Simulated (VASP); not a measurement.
# TiO2 (P1) in VASP: further runs, part 2 of 2

VASP 6.6.1. Earlier steps stand in the parts before.

## Step 4: Band structure, revTPSS

INCAR reads:

```
SYSTEM = TiO2
PREC = Accurate
ENCUT = 520
EDIFF = 1E-6
ISMEAR = -1
SIGMA = 0.05
LREAL = .False.
LASPH = .True.
NELM = 100
ALGO = Normal
ISIF = 2
LWAVE = .False.
LCHARG = .False.
LMAXMIX = 4
METAGGA = RTPSS
LMIXTAU = .True.
NBANDS = 46
```

KPOINTS reads:

```
regular mesh
0
Gamma
  7 5 3
  0 0 0
```

POSCAR reads:

```
TiO2
1.0
    2.9682645463      0.0000000000      0.0000000000
    0.0002080834      4.7076067549      0.0000000000
    1.4835696211      0.2423534620      7.0834647979
Ti O
3 6
Direct
    0.0033718700      0.0003888100      0.0007031900
    0.3446402100      0.4802596500      0.3169598700
    0.6617081400      0.5204743600      0.6844963600
    0.4400381600      0.1854376900      0.1285388000
    0.7779263400      0.2977287500      0.4518780700
    0.1012362400      0.3089534200      0.8062432200
    0.9064972100      0.6918369900      0.1951715700
    0.2294071500      0.7030072800      0.5495147300
    0.5680256700      0.8153000600      0.8728271800
```

KPOINTS_OPT reads:

```
path XGY,LGZ,NGM,RG
10
line-mode
reciprocal
 0.0000000000  0.0000000000  0.5000000000  X
 0.0000000000  0.0000000000  0.0000000000  G

 0.0000000000  0.0000000000  0.0000000000  G
 0.0000000000  0.5000000000  0.0000000000  Y

 0.0000000000  0.5000000000  0.5000000000  L
 0.0000000000  0.0000000000  0.0000000000  G

 0.0000000000  0.0000000000  0.0000000000  G
-0.5000000000 -0.5000000000 -0.5000000000  Z

-0.5000000000 -0.5000000000  0.0000000000  N
 0.0000000000  0.0000000000  0.0000000000  G

 0.0000000000  0.0000000000  0.0000000000  G
-0.5000000000  0.0000000000 -0.5000000000  M

-0.5000000000  0.0000000000  0.0000000000  R
 0.0000000000  0.0000000000  0.0000000000  G
```

Potentials or basis: VASP PAW PBE potentials, release 64 (Ti_sv, O).

On the command line:

```sh
$ cat potpaw_PBE.64/Ti_sv/POTCAR potpaw_PBE.64/O/POTCAR > POTCAR
$ mpirun -np 1 vasp_std > vasp.out
```

OUTCAR:

```text
SYSTEM = TiO2
   PREC = Accurate
   ENCUT = 520
   EDIFF = 1E-6
   ISMEAR = -1
   LREAL = .False.
   LASPH = .True.
   NELM = 100
   ISIF = 2
   METAGGA = RTPSS

 ion  position               nearest neighbor table
   1  0.003  0.000  0.001-   9 1.96   4 1.96   4 1.96   9 1.96   7 1.97   6 1.97
   2  0.345  0.480  0.317-   5 1.95   5 1.95   4 1.96   7 1.97   7 1.97   8 1.98
   3  0.662  0.520  0.684-   8 1.95   8 1.95   9 1.96   6 1.97   6 1.97   5 1.98
   4  0.440  0.185  0.129-   1 1.96   2 1.96   1 1.96
   5  0.778  0.298  0.452-   2 1.95   2 1.95   3 1.98
   6  0.101  0.309  0.806-   1 1.97   3 1.97   3 1.97
   7  0.906  0.692  0.195-   2 1.97   1 1.97   2 1.97
[... 1399 lines left out ...]
  external PRESSURE =      39.7190227 kB  Pullay stress =       0.0000000 kB

 VOLUME and BASIS-vectors are now :
 -----------------------------------------------------------------------------
  energy-cutoff  :      520.00
  volume of cell :       98.98
      direct lattice vectors                 reciprocal lattice vectors
     2.968264546  0.000000000  0.000000000     0.336897195 -0.000014891 -0.070559655
     0.000208083  4.707606755  0.000000000     0.000000000  0.212422161 -0.007267806
     1.483569621  0.242353462  7.083464798     0.000000000  0.000000000  0.141173850

 POSITION                                       TOTAL-FORCE (eV/Angst)
 -----------------------------------------------------------------------------------
      0.01105      0.00200      0.00498         0.004952     -0.002005      0.002175
      1.49332      2.33769      2.24517         0.009756      0.067836      0.046038
      2.97973      2.61608      4.84861         0.003303     -0.064569     -0.051133
      1.49688      0.90412      0.91050        -0.002866      0.040764      0.070482
      2.97955      1.51110      3.20086         0.004854     -0.350601      0.070856
      1.49668      1.64983      5.71100        -0.003799     -0.083709      0.032478
      2.98042      3.30420      1.38249        -0.003943      0.081722     -0.032626
      1.49633      3.44266      3.89247        -0.004746      0.349612     -0.068931
      2.98112      4.04964      6.18264        -0.007511     -0.039051     -0.069339
 -----------------------------------------------------------------------------------
    total drift:                                0.000600     -0.000314      0.000130

  FREE ENERGIE OF THE ION-ELECTRON SYSTEM (eV)
  ---------------------------------------------------
  free  energy   TOTEN  =       -87.9086656970 eV

  energy  without entropy=      -87.9086656969  energy(sigma->0) =      -87.90866570
```

OSZICAR:

```text
N       E                     dE             d eps       ncg     rms          rms(c)
DAV:   1     0.103632834728E+04    0.10363E+04   -0.36183E+04  4876   0.184E+03
DAV:   2     0.876662785605E+02   -0.94866E+03   -0.91419E+03  5002   0.564E+02
[... 33 lines left out ...]
       N       E                     dE             ncg
DAV:   1     0.453138129761E+05   -0.25376E+05     1564
DAV:   2     0.296667583650E+05   -0.15647E+05     1612
DAV:   3     0.269951850166E+05   -0.26716E+04     2212
DAV:   4     0.267649932796E+05   -0.23019E+03     2328
DAV:   5     0.267553085873E+05   -0.96847E+01     2078
DAV:   6     0.267550777435E+05   -0.23084E+00     2278
DAV:   7     0.267550712110E+05   -0.65325E-02     2128
DAV:   8     0.267550711026E+05   -0.10843E-03     2290
DAV:   9     0.267550711000E+05   -0.25881E-05     1470
DAV:  10     0.267550710998E+05   -0.19586E-06     1266
```

Wall time 20 min (1 thread of Intel Xeon Platinum 8488C (Sapphire Rapids), shared host); peak memory 0.42 GiB.

Results:

```yaml
Free_energy: -87.9087 eV
Pressure: 4.0 GPa
Largest_force: 0.358 eV/Å
Band_gap_on_the_k_mesh: 2.41 eV, indirect (least direct gap 2.44 eV)
Band_gap_along_the_path: 2.37 eV, indirect (least direct gap 2.42 eV)
```

Forces in eV/Å, atoms in the order of the input:
```
Ti   0.005 -0.002  0.002
Ti   0.010  0.068  0.046
Ti   0.003 -0.065 -0.051
O   -0.003  0.041  0.070
O    0.005 -0.351  0.071
O   -0.004 -0.084  0.032
O   -0.004  0.082 -0.033
O   -0.005  0.350 -0.069
O   -0.008 -0.039 -0.069
```

Levels at the corners of the path, in eV from the valence-band top:
```tsv
point	band 32	band 33	band 34	band 35	band 36	band 37	band 38	band 39	band 40	band 41
X	-1.20	-0.92	-0.84	-0.30	-0.17	2.51	2.77	2.94	3.08	3.11
Γ	-0.96	-0.47	-0.37	-0.27	-0.07	2.37	2.77	2.91	3.05	3.24
Γ	-0.96	-0.47	-0.37	-0.27	-0.07	2.37	2.77	2.91	3.05	3.24
Y	-1.19	-1.17	-0.95	-0.87	-0.78	2.45	2.82	2.90	3.10	3.21
L	-1.35	-0.96	-0.76	-0.72	-0.26	2.44	2.68	2.79	3.01	3.26
Γ	-0.96	-0.47	-0.37	-0.27	-0.07	2.37	2.77	2.91	3.05	3.24
Γ	-0.96	-0.47	-0.37	-0.27	-0.07	2.37	2.77	2.91	3.05	3.24
Z	-1.45	-1.32	-0.78	-0.70	-0.59	2.51	2.65	3.10	3.51	3.57
N	-1.45	-1.32	-0.78	-0.70	-0.59	2.51	2.65	3.10	3.51	3.57
Γ	-0.96	-0.47	-0.37	-0.27	-0.07	2.37	2.77	2.91	3.05	3.24
Γ	-0.96	-0.47	-0.37	-0.27	-0.07	2.37	2.77	2.91	3.05	3.24
M	-1.74	-1.59	-1.34	-1.20	-1.07	2.65	2.72	3.34	3.49	3.63
R	-1.75	-1.59	-1.34	-1.20	-1.07	2.65	2.72	3.34	3.49	3.63
Γ	-0.96	-0.47	-0.37	-0.27	-0.07	2.37	2.77	2.91	3.05	3.24
```

Caveat: the PAW data sets were made with another functional, which shifts forces and pressure a little.

## Step 5: Optical spectrum, PBEsol

INCAR reads:

```
SYSTEM = TiO2
PREC = Accurate
ENCUT = 520
EDIFF = 1E-7
ISMEAR = 0
SIGMA = 0.02
LREAL = .FALSE.
LASPH = .TRUE.
NELM = 60
ALGO = Normal
ISIF = 2
LWAVE = .FALSE.
LCHARG = .FALSE.
GGA = PS
LOPTICS = .TRUE.
NBANDS = 68
NEDOS = 2000
CSHIFT = 0.05
```

KPOINTS reads:

```
Automatic mesh
0
G
  7 5 3
  0 0 0
```

POSCAR is that of step 4.

Potentials or basis: VASP PAW PBE potentials, release 64 (Ti_sv, O).

On the command line:

```sh
$ cat potpaw_PBE.64/Ti_sv/POTCAR potpaw_PBE.64/O/POTCAR > POTCAR
$ mpirun -np 1 vasp_std > vasp.out
```

OUTCAR:

```text
SYSTEM = TiO2
   PREC = Accurate
   ENCUT = 520
   EDIFF = 1E-7
   ISMEAR = 0
   LREAL = .FALSE.
   LASPH = .TRUE.
   NELM = 60
   ISIF = 2
   GGA = PS

 ion  position               nearest neighbor table
   1  0.003  0.000  0.001-   9 1.96   4 1.96   4 1.96   9 1.96   7 1.97   6 1.97
   2  0.345  0.480  0.317-   5 1.95   5 1.95   4 1.96   7 1.97   7 1.97   8 1.98
   3  0.662  0.520  0.684-   8 1.95   8 1.95   9 1.96   6 1.97   6 1.97   5 1.98
   4  0.440  0.185  0.129-   1 1.96   2 1.96   1 1.96
   5  0.778  0.298  0.452-   2 1.95   2 1.95   3 1.98
   6  0.101  0.309  0.806-   1 1.97   3 1.97   3 1.97
   7  0.906  0.692  0.195-   2 1.97   1 1.97   2 1.97
[... 1492 lines left out ...]
     1.88028     0.13005     0.09351     0.10576     0.00407     0.00040    -0.00168
     2.82043     4.81745     2.55223     2.39550    -0.11399    -0.05509    -0.00608
     3.76057    13.01557     7.15760    10.61328     0.17941    -1.30012    -0.34229
     4.70071     6.53230     7.44007     8.32883     0.26709     0.69568     0.10367
[... 92 lines left out ...]
    92.13392     0.00007     0.00007     0.00007    -0.00000     0.00000    -0.00000
    93.07406     0.00007     0.00007     0.00007    -0.00000     0.00000    -0.00000

  frequency dependent      REAL DIELECTRIC FUNCTION (independent particle, no local field effects) density-density
     E(ev)        X           Y           Z          XY          YZ          ZX
  --------------------------------------------------------------------------------------------------------------
     0.00000     8.09958     6.33100     7.14152     0.07690     0.03255    -0.02510
     0.94014     8.43148     6.56879     7.41634    -0.00059     0.05105     0.00132
     1.88028     9.81795     7.56233     8.55027    -0.00112     0.05972     0.00216
     2.82043    17.03333    12.54672    12.77957    -0.11210     0.06527     0.05269
     3.76057     5.84901     4.70322     3.13433    -0.18502     0.71855    -0.84751
     4.70071     0.90399     2.59407     3.31437    -0.13651    -0.13882    -0.33221
[... 92 lines left out ...]
    92.13392     0.93782     0.94144     0.93993     0.00001    -0.00026    -0.00002
    93.07406     0.93918     0.94274     0.94125     0.00001    -0.00026    -0.00002

  frequency dependent IMAGINARY DIELECTRIC FUNCTION (independent particle, no local field effects) current-current
     E(ev)      X         Y         Z        XY        YZ        ZX
  --------------------------------------------------------------------------------------------------------------
     0.00000    15.10620    11.34333    13.06796     0.08031     0.08762    -0.02484
     0.94014     0.82833     0.61948     0.71378     0.00465     0.00454    -0.00151
     1.88028     0.59906     0.44256     0.50736     0.00398     0.00358    -0.00155
     2.82043     5.40133     2.96884     2.81660    -0.11718    -0.05319    -0.00426
     3.76057    13.14396     7.25593    10.66775     0.17364    -1.27985    -0.36711
     4.70071     6.52877     7.47385     8.37941     0.26427     0.69261     0.09646
[... 92 lines left out ...]
    92.13392     0.00001     0.00001     0.00001    -0.00000     0.00000    -0.00000
    93.07406     0.00001     0.00001     0.00001    -0.00000     0.00000    -0.00000

  frequency dependent      REAL DIELECTRIC FUNCTION (independent particle, no local field effects) current-current
     E(ev)        X           Y           Z          XY          YZ          ZX
  --------------------------------------------------------------------------------------------------------------
     0.00000     8.09670     6.32910     7.13931    -0.00084     0.04968     0.00123
     0.94014     8.42734     6.56600     7.41311    -0.00094     0.05099     0.00137
     1.88028     9.81115     7.55768     8.54499    -0.00135     0.05955     0.00215
     2.82043    16.86000    12.45840    12.69352    -0.10662     0.06908     0.05234
     3.76057     5.49725     4.51238     2.85134    -0.18925     0.75372    -0.83921
     4.70071     0.76677     2.43181     3.13347    -0.14304    -0.15358    -0.33443
[... 92 lines left out ...]
    92.13392     0.93782     0.94144     0.93993     0.00001    -0.00026    -0.00002
    93.07406     0.93918     0.94274     0.94126     0.00001    -0.00026    -0.00002
```

stdout:

```text
POSCAR found type information on POSCAR TiO
 POSCAR found :  2 types and       9 ions
 scaLAPACK will be used
 -----------------------------------------------------------------------------
|                                                                             |
|                                                                             |
|     You enforced a specific xc type in the INCAR file but a different       |
|     I HOPE YOU KNOW WHAT YOU ARE DOING!                                     |
|                                                                             |
 -----------------------------------------------------------------------------

 LDA part: xc-table for (Slater+PW92), standard interpolation
 POSCAR, INCAR and KPOINTS ok, starting setup
 FFT: planning ... GRIDC
 FFT: planning ... GRID_SOFT
 FFT: planning ... GRID
 WAVECAR not read
 entering main loop
 optical routines
 imaginary and real dielectric function
 recalculating local potential from charge density
 direction            1
 direction            2
 direction            3
```

Run time: 8.2 min. Hardware: 1 thread of Intel Xeon Platinum 8259CL at 2.50GHz (Skylake/Cascade Lake), shared host; peak memory 0.71 GiB.

What came out:

```yaml
Free_energy: -83.8887 eV
Pressure: -2.2 GPa
Largest_force: 0.145 eV/Å
Band_gap_on_the_k_mesh: 2.24 eV, indirect (least direct gap 2.27 eV)
```

Forces in eV/Å, atoms in the order of the input:
```
Ti   0.000 -0.002  0.002
Ti   0.004  0.012  0.141
Ti   0.001 -0.009 -0.145
O   -0.001 -0.036 -0.013
O    0.008  0.121 -0.029
O   -0.003 -0.006 -0.016
O    0.000  0.004  0.016
O   -0.004 -0.122  0.031
O   -0.004  0.037  0.014
```

Dielectric function (mean over the directions given):
```csv
energy (eV),real part,imaginary part
0.28,7.21,0.01
0.94,7.47,0.03
1.60,8.13,0.07
2.26,9.80,0.23
2.91,13.09,4.77
3.67,4.39,11.41
4.32,3.77,7.82
4.98,1.50,5.78
5.64,2.42,4.42
6.30,3.17,4.24
7.05,2.94,7.80
7.71,-1.37,7.40
8.37,-2.92,4.70
9.03,-1.94,2.57
9.68,-1.81,1.95
10.44,-0.98,1.43
11.09,-0.33,0.95
11.75,0.08,0.92
12.41,0.40,0.90
13.07,0.58,1.23
13.82,0.68,1.01
14.48,0.71,1.05
15.14,0.84,1.07
15.79,0.99,1.35
16.45,0.80,1.38
17.20,0.74,1.33
17.86,0.71,1.30
18.52,0.72,1.32
19.18,0.74,1.64
19.93,0.33,2.06
```

Caveat: spectra need much finer meshes, so this one isn't converged; independent-particle spectra lack excitons; the PAW data sets were made with another functional, which shifts forces and pressure a little; an odd mesh through Γ misses points on the zone boundary, where band edges often lie.
